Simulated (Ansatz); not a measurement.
MgO: where the heat goes in a short trajectory

All numbers below come from DFT PBE, scalar-relativistic, plane waves, PAW (Ansatz 0.2.0). Settings: plane waves to 420 eV, k-mesh 2×2×2 (shifted by 0.5, 0.5, 0.5 steps), Fermi–Dirac smearing 0.02 eV. The mesh is coarse. No spin polarisation.

16 atoms start on the lattice sites below (V = 175.9 Å³, 1.00 times the source cell's; static pressure 4.58 GPa, largest force component 0.01 eV/Å) with velocities drawn for 200 K; Langevin thermostat aiming at the same temperature, fixed cell, 74 steps of 2 fs.

```
Mg O
1.0
     3.48638    0.00000   -4.17804
     3.48638    0.00000    4.17804
     0.00000   -6.03858    0.00000
Mg O
8 8
Direct
  0.12500 0.87500 0.33333
  0.87500 0.62500 0.83333
  0.62500 0.37500 0.33333
  0.37500 0.12500 0.83333
  0.12500 0.37500 0.16667
  0.87500 0.12500 0.66667
  0.62500 0.87500 0.16667
  0.37500 0.62500 0.66667
  0.37500 0.62500 0.33333
  0.12500 0.37500 0.83333
  0.87500 0.12500 0.33333
  0.62500 0.87500 0.83333
  0.87500 0.62500 0.16667
  0.62500 0.37500 0.66667
  0.37500 0.12500 0.16667
  0.12500 0.87500 0.66667
```

```
t (fs) T (K) kinetic energy (meV/atom) potential energy over the first frame (meV/atom) P with the kinetic part (GPa)
   0.0    188                       24.2                                               0.0                           4.81
  10.0     68                        8.8                                              12.8                           5.09
  20.0     59                        7.6                                              16.9                           5.21
  30.0    145                       18.7                                               9.8                           5.01
  40.0    123                       15.9                                              13.9                           5.11
  50.0     85                       11.0                                              19.5                           5.38
  60.0    108                       14.0                                              16.6                           5.32
  70.0    143                       18.5                                              12.3                           5.08
  80.0    139                       17.9                                              14.4                           5.23
  90.0    146                       18.9                                              16.7                           5.39
 100.0    148                       19.2                                              15.1                           5.22
 110.0    129                       16.7                                              16.1                           5.26
 120.0    116                       15.1                                              19.6                           5.49
 130.0    154                       19.9                                              14.9                           5.28
 140.0    166                       21.4                                              14.9                           5.24
```

T counts 3N degrees of freedom. Means over every step of the second half, not only the rows shown: T = 141 K, kinetic energy 18.2 meV/atom, potential energy 15.9 meV/atom, P = 5.29 GPa.

**Question.** Does the potential energy follow equipartition for harmonic vibrations?

**Answer.** In a harmonic crystal each vibration holds as much potential as kinetic energy on average; T is counted on all 3N degrees of freedom here, and the thermostat also drives the centre of mass, which has no potential energy, so the share is (N − 1)/N of the kinetic energy, 17.1 meV/atom. The run has 15.9, a ratio of 0.93. That is near one, as for a crystal vibrating about its sites. So short a run gives a rough mean. T is still well under the temperature that the thermostat aims for.

**Question.** Split the rise of pressure into the kinetic part and the rest. Can a thermal Grüneisen parameter be estimated?

**Answer.** The program counts the kinetic part as N k_B T/V = 0.18 GPa. The pressure lies 0.72 GPa over the static one in all, so the forces add 0.54 GPa. For a harmonic mode with ω ∝ V^(−γ) and an amplitude that scales with the cell, the forces add (2γ − 2/3)U/V, which needs no equipartition; when U equals the kinetic energy K, this and the kinetic part 2K/(3V) sum to the Mie–Grüneisen γE_th/V. With U = N × 15.9 meV, γ = 1/3 + V ΔP_forces/(2U) = 1.50, for harmonic vibrations a mean over the modes weighted by their potential energy, for uniform scaling of the cell (in a layered or otherwise anisotropic crystal this differs from γ under hydrostatic pressure). Most solids fall between 1 and 3, and tetrahedral, framework and layered ones often lower; anharmonic motion and pressure swings in a cell of 16 atoms make this value uncertain by tenths or more.

The coordinates describe not rocksalt MgO but its hexagonal, BN-like form, with flat Mg–O layers stacked so that each ion has trigonal-bipyramidal coordination. The Grüneisen estimate of 1.50 therefore doesn't belong to periclase, even if it looks plausible for it.

The early cooling is mostly an exchange of energy, not a loss. Atoms released from their lattice sites carry only kinetic energy, and as they move out, the restoring forces turn part of it into potential energy: within 10.0 fs the kinetic energy falls from 24.2 to 8.8 meV/atom while the potential energy rises by 12.8. The thermostat then has to supply the missing vibrational heat. The positive force contribution to the pressure probably reflects the steep short-range repulsion between ions, which outweighs the softer attraction as they vibrate.

Near-equipartition here is a property of classical nuclei. In real MgO, with its light ions and stiff bonds, many modes would be largely frozen into their zero-point states at such temperatures, so these energies don't give its heat content.
